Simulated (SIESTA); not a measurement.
ZnS (Wurtzite-4H): band structure with PBE

**What was measured.**

A printed reference work, monograph reports, for a bulk crystal of ZnS at 4 K: band gap 3.911 eV (direct).

Crystal: ZnS (Wurtzite-4H).

```
Zn S
1.0
     3.82270    0.00000    0.00000
    -1.91135    3.31056    0.00000
     0.00000    0.00000   12.52000
Zn S
4 4
Direct
  0.66667 0.33333 0.75000
  0.33333 0.66667 0.25000
  0.00000 0.00000 0.50000
  0.00000 0.00000 0.00000
  0.66667 0.33333 0.93750
  0.33333 0.66667 0.43750
  0.00000 0.00000 0.68750
  0.00000 0.00000 0.18750
```

| Quantity | Value |
| --- | --- |
| Program | SIESTA 5.4.2 |
| Task | band structure |
| Functional | PBE |
| Potentials or basis | PseudoDojo 0.4 standard (PBE files) |
| Basis | TZDP (energy shift 0.01 Ry) |
| Grid cutoff | 800 Ry |
| Energy shift | 0.01 Ry |
| k mesh | 8 × 8 × 3 |
| Occupations | fermi-dirac, width 0.05 eV |
| Spin | no spin polarisation |

| Quantity | Value |
| --- | --- |
| Pressure | -0.6 GPa |
| Largest force | 0.081 eV/Å |
| Band gap on the k mesh | 2.42 eV, direct |
| Band gap along the path | 2.42 eV, direct |

Forces on the atoms (eV/Å):
```
Zn   0.000  0.000  0.027
Zn   0.000  0.000  0.027
Zn   0.000  0.000  0.019
Zn   0.000  0.000  0.019
S    0.000  0.000  0.035
S    0.000  0.000  0.035
S    0.000  0.000 -0.081
S    0.000  0.000 -0.081
```

Levels at the corners of the path, in eV from the valence-band top:
```csv
point,band 49,band 50,band 51,band 52,band 53,band 54,band 55,band 56
Γ,-0.44,-0.04,0.00,0.00,2.42,3.54,3.70,4.01
M,-1.56,-1.54,-1.08,-0.85,3.66,3.66,4.10,4.66
K,-2.27,-1.72,-1.72,-1.29,4.84,5.30,5.30,5.60
Γ,-0.44,-0.04,0.00,0.00,2.42,3.54,3.70,4.01
A,-0.14,-0.14,-0.14,-0.14,3.28,3.28,3.67,3.67
L,-1.47,-1.47,-1.08,-1.08,4.05,4.05,4.32,4.32
H,-1.77,-1.77,-1.58,-1.58,4.74,4.74,5.54,5.54
A,-0.14,-0.14,-0.14,-0.14,3.28,3.28,3.67,3.67
L,-1.47,-1.47,-1.08,-1.08,4.05,4.05,4.32,4.32
M,-1.56,-1.54,-1.08,-0.85,3.66,3.66,4.10,4.66
K,-2.27,-1.72,-1.72,-1.29,4.84,5.30,5.30,5.60
H,-1.77,-1.77,-1.58,-1.58,4.74,4.74,5.54,5.54
```

It took 110 s on 1 thread of Arm Neoverse V1, with other jobs on the host, peak memory 0.45 GiB.

Measured gap of ZnS: 3.911 eV (direct; 4 K; a printed reference work, monograph). This calculation gives 2.42 eV (-1.49 eV). The value is that of PBE in an atomic basis (PseudoDojo 0.4 standard (PBE files), TZDP (energy shift 0.01 Ry)), whose error adds to the functional's,, without temperature or zero-point motion. Semilocal functionals fall short of measured gaps as a rule.

Caveat: semicore shells carry a single zeta, which can move pressures by several GPa and volumes by a few percent; the valence orbitals were made in a potential fitted to the semicore shell under them, which widens gaps by tenths of an eV or more; the basis of atomic orbitals isn't converged, which shifts pressures, moduli and gaps.
